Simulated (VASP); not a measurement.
# Si (Fd-3m) in VASP: notebook

The runs below take Si through phonons, dielectric tensor, elastic constants, with LDA, PBEsol.

Everything below comes from runs of VASP 6.6.1. Logs are shortened: lines on timing, memory, paths and dates and some standing lists are left out, and cuts for length are marked.

### Step 1. The structure

The structure is cubic, space group Fd-3m (No. 227). Conventional cell: a = 5.403 Å, b = 5.403 Å, c = 5.403 Å, α = 90.00°, β = 90.00°, γ = 90.00°. Si (site symmetry -43m) is surrounded by 4 Si at 2.34 Å.

### Step 2. Phonons, LDA

The input, POSCAR:

```
Si
1.0
    0.0000000000      2.7014939879      2.7014939879
    2.7014939879      0.0000000000      2.7014939879
    2.7014939879      2.7014939879      0.0000000000
  Si
     2
Direct
     0.7500000000000000    0.7500000000000000    0.7500000000000000
     0.5000000000000000    0.5000000000000000    0.5000000000000000
```

The input, INCAR.step1:

```
SYSTEM = Si
PREC = Accurate
ENCUT = 600
EDIFF = 1E-8
ISMEAR = 0
SIGMA = 0.03
LREAL = .False.
LASPH = .True.
NELM = 80
ALGO = Normal
ISIF = 3
LWAVE = .False.
LCHARG = .False.
IBRION = 2
NSW = 40
EDIFFG = -0.002
```

The input, INCAR.step2:

```
SYSTEM = Si
PREC = Accurate
ENCUT = 600
EDIFF = 1E-8
ISMEAR = 0
SIGMA = 0.03
LREAL = .False.
LASPH = .True.
NELM = 80
ALGO = Normal
ISIF = 2
LWAVE = .False.
LCHARG = .False.
IBRION = 6
NFREE = 2
POTIM = 0.015
NSW = 1
```

The input, KPOINTS:

```
regular mesh
0
Gamma
  10 10 10
  0 0 0
```

Potentials or basis: VASP PAW LDA potentials, release 64 (Si).

Command:

```bash
> cat potpaw_LDA.64/Si/POTCAR > POTCAR
> cp INCAR.step1 INCAR
> mpirun -np 1 vasp_std > vasp.out
> cp CONTCAR POSCAR
> cp INCAR.step2 INCAR
> mpirun -np 1 vasp_std > vasp.out
```

OUTCAR:

```text
SYSTEM = Si
   PREC = Accurate
   ENCUT = 600
   EDIFF = 1E-8
   ISMEAR = 0
   LREAL = .False.
   LASPH = .True.
   NELM = 80
   ISIF = 2
   IBRION = 6
   NFREE = 2
   POTIM = 0.015
   NSW = 1

 ion  position               nearest neighbor table
   1  0.750  0.750  0.750-   2 2.34   2 2.34   2 2.34   2 2.34
   2  0.500  0.500  0.500-   1 2.34   1 2.34   1 2.34   1 2.34

  LATTYP: Found a face centered cubic cell.
 ALAT       =     5.4029879758

  Lattice vectors:

 A1 = (   0.0000000000,   2.7014939879,   2.7014939879)
 A2 = (   2.7014939879,   0.0000000000,   2.7014939879)
 A3 = (   2.7014939879,   2.7014939879,   0.0000000000)

Analysis of symmetry for initial positions (statically):
=====================================================================
 Subroutine PRICEL returns:
 Original cell was already a primitive cell.

 Routine SETGRP: Setting up the symmetry group for a
 face centered cubic supercell.

 Subroutine GETGRP returns: Found 48 space group operations
 (whereof 24 operations were pure point group operations)
 out of a pool of 48 trial point group operations.

The static configuration has the point symmetry T_d .
 The point group associated with its full space group is O_h .

Analysis of symmetry for dynamics (positions and initial velocities):
=====================================================================
 Subroutine PRICEL returns:
 Original cell was already a primitive cell.

 Routine SETGRP: Setting up the symmetry group for a
 face centered cubic supercell.

 Subroutine GETGRP returns: Found 48 space group operations
 (whereof 24 operations were pure point group operations)
 out of a pool of 48 trial point group operations.

The dynamic configuration has the point symmetry T_d .
 The point group associated with its full space group is O_h .

 Subroutine INISYM returns: Found 48 space group operations
 (whereof 24 operations are pure point group operations),
 and found     1 'primitive' translations

----------------------------------------------------------------------------------------

                                     Primitive cell

  volume of cell :      39.4314

[... 208 lines left out ...]
--------------------------------------- Ionic step        3  -------------------------------------------

 number of electron       8.0000000 magnetization

 Free energy of the ion-electron system (eV)
  ---------------------------------------------------
  ext. energy  EPLUGINS =         0.00000000
  ---------------------------------------------------
  free energy    TOTEN  =       -11.91776303 eV

  energy without entropy =      -11.91776303  energy(sigma->0) =      -11.91776303

 E-fermi :   6.1776     XC(G=0):  -9.6634

 val. band max:        6.0000106673   @ k =   0.0000   0.0000   0.0000
 cond. band min:       6.3790734260   @ k =   0.0000   0.4000   0.4000
 fundamental gap:      0.3790627587
 Fermi energy:         6.1775903539

 k-point     1 :       0.0000    0.0000    0.0000
  band No.  band energies     occupation
      1      -6.1354      2.00000
      2       5.8549      2.00000
      3       5.9280      2.00000
      4       6.0000      2.00000
      5       8.4153      0.00000
      6       8.4571      0.00000
      7       8.5006      0.00000
      8       9.3127      0.00000
[... 243 lines left out ...]
 k-point    24 :       0.4000    0.3000    0.0000
  band No.  band energies     occupation
      1      -3.9404      2.00000
      2       0.4678      2.00000
      3       3.0343      2.00000
      4       3.4563      2.00000
      5       6.8615      0.00000
      6       8.0584      0.00000
      7      12.8793      0.00000
      8      13.0162      0.00000

 [... further k-points ...]
[... 5 lines left out ...]
  --------------------------------------------------------------------------------------
  -------------------------------------------------------------------------------------
  Total       -0.0008509      0.0029335      0.0029335      0.0000000      0.1489682      0.0000000
  in kB       -0.0345722      0.1191936      0.1191936      0.0000000      6.0528796      0.0000000
  external PRESSURE =       0.0679383 kB  Pullay stress =       0.0000000 kB
[... 17 lines left out ...]
  FREE ENERGIE OF THE ION-ELECTRON SYSTEM (eV)
  ---------------------------------------------------
  free  energy   TOTEN  =       -11.9177630275 eV

  energy  without entropy=      -11.9177630275  energy(sigma->0) =      -11.91776303

 INTERNAL STRAIN TENSORS FROM DISPLACED ATOMS
 ============================================

 INTERNAL STRAIN TENSOR FOR ION    1 for displacements in x,y,z  (eV/Angst):
          X           Y           Z          XY          YZ          ZX
  --------------------------------------------------------------------------------
  x    -0.00000    -0.00000    -0.00000     0.00000    -9.93302     0.00000
  y     0.00000    -0.00000     0.00000     0.00000     0.00000    -9.93302
  z    -0.00000    -0.00000    -0.00000    -9.93302     0.00000     0.00000

 INTERNAL STRAIN TENSOR FOR ION    2 for displacements in x,y,z  (eV/Angst):
          X           Y           Z          XY          YZ          ZX
  --------------------------------------------------------------------------------
  x     0.00000     0.00000     0.00000     0.00000     9.93302     0.00000
  y    -0.00000     0.00000    -0.00000     0.00000     0.00000     9.93302
  z     0.00000     0.00000     0.00000     9.93302     0.00000     0.00000

 Eigenvectors and eigenvalues of the dynamical matrix
 ----------------------------------------------------

   1 f  =   15.368367 THz    96.562299 2PiTHz  512.633548 cm-1    63.558431 meV
             X         Y         Z           dx          dy          dz
      4.052241  4.052241  4.052241     0.707107    0.000000    0.000000
      2.701494  2.701494  2.701494    -0.707107    0.000000    0.000000
[... 16 lines left out ...]
   5 f  =    0.000000 THz     0.000000 2PiTHz    0.000000 cm-1     0.000000 meV
             X         Y         Z           dx          dy          dz
      4.052241  4.052241  4.052241     0.707107    0.000000    0.000000
      2.701494  2.701494  2.701494     0.707107    0.000000    0.000000

   6 f/i=    0.000000 THz     0.000001 2PiTHz    0.000007 cm-1     0.000001 meV
             X         Y         Z           dx          dy          dz
      4.052241  4.052241  4.052241     0.000000    0.131702    0.694733
      2.701494  2.701494  2.701494     0.000000    0.131702    0.694733

 ELASTIC MODULI CONTR FROM IONIC RELAXATION (kBar)
 Direction    XX          YY          ZZ          XY          YZ          ZX
 --------------------------------------------------------------------------------
 XX          -0.0000     -0.0000     -0.0000     -0.0000     -0.0000      0.0000
 YY          -0.0000     -0.0000     -0.0000     -0.0000     -0.0000     -0.0000
 ZZ          -0.0000     -0.0000     -0.0000     -0.0000     -0.0000      0.0000
 XY          -0.0000     -0.0000     -0.0000   -295.4154     -0.0000      0.0000
 YZ          -0.0000     -0.0000     -0.0000     -0.0000   -295.4154     -0.0000
 ZX           0.0000     -0.0000      0.0000      0.0000     -0.0000   -295.4154
 --------------------------------------------------------------------------------
```

Run time: 64 s. Hardware: 1 thread of Intel Xeon Platinum 8259CL at 2.50GHz (Skylake/Cascade Lake), shared host; peak memory 0.22 GiB.

What came out:

- Highest phonon frequency at Γ: 513 cm⁻¹

Phonon frequencies in cm⁻¹ (negative: imaginary):
| q point | frequencies |
| --- | --- |
| (0.000, 0.000, 0.000) | 0 0 0 513 513 513 |

### Step 3. Dielectric tensor, LDA

The input, INCAR:

```
SYSTEM = Si
PREC = Accurate
ENCUT = 600
EDIFF = 1E-8
ISMEAR = 0
SIGMA = 0.03
LREAL = .False.
LASPH = .True.
NELM = 80
ALGO = Normal
ISIF = 2
LWAVE = .False.
LCHARG = .False.
LEPSILON = .True.
```

The input, KPOINTS:

```
regular mesh
0
Monkhorst
  14 14 14
  0 0 0
```

Changes to POSCAR since step 2:

```diff
@@ -1,2 +1,2 @@
-Si
+Si                                      
 1.0
@@ -5,3 +5,3 @@
     2.7014939879      2.7014939879      0.0000000000
-  Si
+  Si            
      2
```

Potentials or basis: VASP PAW LDA potentials, release 64 (Si).

Command:

```bash
> cat potpaw_LDA.64/Si/POTCAR > POTCAR
> mpirun -np 1 vasp_std > vasp.out
```

OUTCAR:

```text
SYSTEM = Si
   PREC = Accurate
   ENCUT = 600
   EDIFF = 1E-8
   ISMEAR = 0
   LREAL = .False.
   LASPH = .True.
   NELM = 80
   ISIF = 2
   LEPSILON = .True.

 ion  position               nearest neighbor table
   1  0.750  0.750  0.750-   2 2.34   2 2.34   2 2.34   2 2.34
   2  0.500  0.500  0.500-   1 2.34   1 2.34   1 2.34   1 2.34

  LATTYP: Found a face centered cubic cell.
 ALAT       =     5.4029879758

  Lattice vectors:

 A1 = (   0.0000000000,   2.7014939879,   2.7014939879)
 A2 = (   2.7014939879,   0.0000000000,   2.7014939879)
 A3 = (   2.7014939879,   2.7014939879,   0.0000000000)

Analysis of symmetry for initial positions (statically):
=====================================================================
 Subroutine PRICEL returns:
 Original cell was already a primitive cell.

 Routine SETGRP: Setting up the symmetry group for a
 face centered cubic supercell.

 Subroutine GETGRP returns: Found 48 space group operations
 (whereof 24 operations were pure point group operations)
 out of a pool of 48 trial point group operations.
[... 484 lines left out ...]

 Free energy of the ion-electron system (eV)
  ---------------------------------------------------
  ---------------------------------------------------
  free energy    TOTEN  =        -1.41866289 eV

  energy without entropy =       -1.41866289

------------------------ aborting loop because EDIFF is reached ----------------------------------------

 PIEZOELECTRIC TENSOR FIELD DIRECTION 3  (e Angst)
 -----------------------------------------------------------------------------
    -0.00157 -0.00000  0.00000           ( -0.00000  0.00000  0.00000)
     0.00000 -0.00157  0.00000           (  0.00000 -0.00000  0.00000)
     0.00000  0.00000  0.00064           (  0.00000  0.00000  0.00001)

 PIEZOELECTRIC TENSOR FIELD DIRECTION 3  (C/m^2)
 -----------------------------------------------------------------------------
    -0.00064 -0.00000  0.00000
     0.00000 -0.00064  0.00000
     0.00000  0.00000  0.00026

 MACROSCOPIC STATIC DIELECTRIC TENSOR (including local field effects in DFT)
 ------------------------------------------------------
          13.276040     0.000000    -0.000000
           0.000000    13.276040     0.000000
           0.000000     0.000000    13.276040
 ------------------------------------------------------

 PIEZOELECTRIC TENSOR (including local field effects)  for field in x, y, z        (e  Angst)
          XX          YY          ZZ          XY          YZ          ZX
  --------------------------------------------------------------------------------
  x    -0.00000     0.00000     0.00000     0.00000     0.00000    -0.00000
  y    -0.00000     0.00000     0.00000     0.00000     0.00000     0.00000
  z     0.00000     0.00000     0.00000     0.00000     0.00000     0.00000

 PIEZOELECTRIC TENSOR (including local field effects)  for field in x, y, z        (C/m^2)
          XX          YY          ZZ          XY          YZ          ZX
  --------------------------------------------------------------------------------
  x    -0.00000     0.00000     0.00000     0.00000     0.00000    -0.00000
  y    -0.00000     0.00000     0.00000     0.00000     0.00000     0.00000
  z     0.00000     0.00000     0.00000     0.00000     0.00000     0.00000

 BORN EFFECTIVE CHARGES (including local field effects) (in |e|, cummulative output)
 ---------------------------------------------------------------------------------
 ion    1
    1     0.00000     0.00000     0.00000
    2     0.00000    -0.00000     0.00000
    3     0.00000    -0.00000    -0.00000
 ion    2
    1    -0.00000     0.00000     0.00000
    2    -0.00000     0.00000    -0.00000
    3    -0.00000     0.00000     0.00000
```

OSZICAR:

```text
N       E                     dE             d eps       ncg     rms          rms(c)
DAV:   1     0.103517206934E+02    0.10352E+02   -0.37439E+03  4480   0.911E+02
DAV:   2    -0.118715000611E+02   -0.22223E+02   -0.21575E+02  6872   0.914E+01
DAV:   3    -0.121896690508E+02   -0.31817E+00   -0.31817E+00  5728   0.141E+01
[... 12 lines left out ...]
RMM:   5    -0.141791231847E+01   -0.11957E-01   -0.10066E-03 19117   0.253E-01    0.244E-02
RMM:   6    -0.141848238786E+01   -0.57007E-03   -0.29082E-05 19888   0.406E-02    0.153E-02
RMM:   7    -0.141860916719E+01   -0.12678E-03   -0.14774E-06 19923   0.965E-03    0.986E-04
RMM:   8    -0.141866508186E+01   -0.55915E-04   -0.91901E-08 20705   0.175E-03    0.216E-04
RMM:   9    -0.141866094035E+01    0.41415E-05   -0.21856E-08 20591   0.503E-04    0.532E-05
RMM:  10    -0.141866289010E+01   -0.19498E-05   -0.10891E-07 16238   0.849E-05    0.810E-06
```

stdout:

```text
POSCAR found type information on POSCAR Si
 POSCAR found :  1 types and       2 ions
 scaLAPACK will be used
 LDA part: xc-table for (Slater(with rela. corr.)+CA(PZ))
 , standard interpolation
 -----------------------------------------------------------------------------
|                                                                             |
|           W    W    AA    RRRRR   N    N  II  N    N   GGGG   !!!           |
[... 38 lines left out ...]
  Direction:   1
 dielectric tensor                  component  1 :    13.276     0.493    -0.550
 Linear response to external field, progress :
  Direction:   2
 dielectric tensor                  component  2 :     0.491    13.276    -0.548
 Linear response to external field, progress :
  Direction:   3
 dielectric tensor                  component  3 :     1.229    -1.286    13.276
 Born effective charges drift removed
```

Wall time 12 min (1 thread of Intel Xeon Platinum 8259CL at 2.50GHz (Skylake/Cascade Lake), shared host); peak memory 0.72 GiB.

What came out:

| Item | Value |
| --- | --- |
| Electronic dielectric tensor (diagonal) | 13.28 |
| Born charges (mean of the diagonal) | Si +0.00 e |

Levels at points of the mesh, in eV from the valence-band top:
| k point | band 1 | band 2 | band 3 | band 4 | band 5 | band 6 | band 7 | band 8 |
| --- | --- | --- | --- | --- | --- | --- | --- | --- |
| (0.04, 0.04, 0.04) | -12.02 | -0.17 | 0.00 | 0.00 | 2.60 | 2.60 | 2.60 | 3.53 |

Electronic dielectric tensor:
```
13.28  0.00  0.00
 0.00 13.28  0.00
 0.00  0.00 13.28
```

Born effective charge tensors (e):
atom 1, Si
```
0.00 0.00 0.00
0.00 0.00 0.00
0.00 0.00 0.00
```
atom 2, Si
```
0.00 0.00 0.00
0.00 0.00 0.00
0.00 0.00 0.00
```

(Part 1 of 2 ends here.)
